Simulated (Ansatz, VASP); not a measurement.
Ag: VASP beside Ansatz

```
Ag
1.0
     0.00000    2.04275    2.04275
     2.04275    0.00000    2.04275
     2.04275    2.04275    0.00000
Ag
1
Direct
  0.00000 0.00000 0.00000
```

Alike in both runs: task single point; functional PBE; k mesh 11 × 11 × 11; occupations gaussian, width 0.026 eV; no spin polarisation.

|  | VASP | Ansatz |
| --- | --- | --- |
| version | VASP 6.6.1 | Ansatz 0.2.0 |
| potentials or method | VASP PAW PBE potentials, release 64 (Ag) | Ansatz PAW |
| plane-wave cutoff (eV) | 520 | 420 |
| valence electrons in the cell | 11 | 19 |

Ansatz gave:

| Quantity | Value |
| --- | --- |
| gap on the k mesh at the Fermi level (eV) | none |
| pressure (GPa) | 4.3 |

Which values does VASP return?

gap on the k mesh at the Fermi level (eV): none; pressure (GPa): 4.1.

A gap of «none» marks a metal or a gap that the smearing closes. The functional is the same, so the differences come from potentials, cutoffs and numerics. The two sets of potentials don't hold the same shells in valence.
